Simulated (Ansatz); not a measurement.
WS2 (Tungstenite):

```
CELL_PARAMETERS angstrom
3.18000 0.00000 0.00000
-1.59000 2.75396 0.00000
0.00000 0.00000 12.50000
ATOMIC_POSITIONS crystal
W 0.66667 0.33333 0.75000
W 0.33333 0.66667 0.25000
S 0.66667 0.33333 0.37500
S 0.33333 0.66667 0.87500
S 0.66667 0.33333 0.12500
S 0.33333 0.66667 0.62500
```

Base run:

```yaml
Program: Ansatz 0.2.0
Functional: PBE
Potentials_or_basis: Ansatz PAW
Cutoff: "420 eV (not typed: the program's choice for these potentials)"
k_mesh: 10 × 10 × 3
Occupations: fermi-dirac, width 0.05 eV
Spin: no spin polarisation
```

Its results: band gap on the k mesh 1.12 eV, indirect (least direct gap 2.09 eV); pressure 2.3 GPa; largest force 0.129 eV/Å.

Q: The run is repeated on the same cell with these changes: spin from no spin polarisation to spin-orbit coupling, no magnetisation; potential files from those of the base run to others of the same set. What comes out?

A: Band gap on the k mesh 1.07 eV, indirect (least direct gap 1.89 eV); pressure 2.2 GPa; largest force 0.126 eV/Å.

Spin-orbit coupling splits the band edges, which narrows the gap.

Caveats: the k mesh misses the band edges, so the gap on the mesh is wider than the one along the path; this functional lacks dispersion, which binds the layers, so the pressure and a relaxed spacing across them are unreliable; spin-orbit coupling is left out, which moves the levels of the heavy elements (some runs).
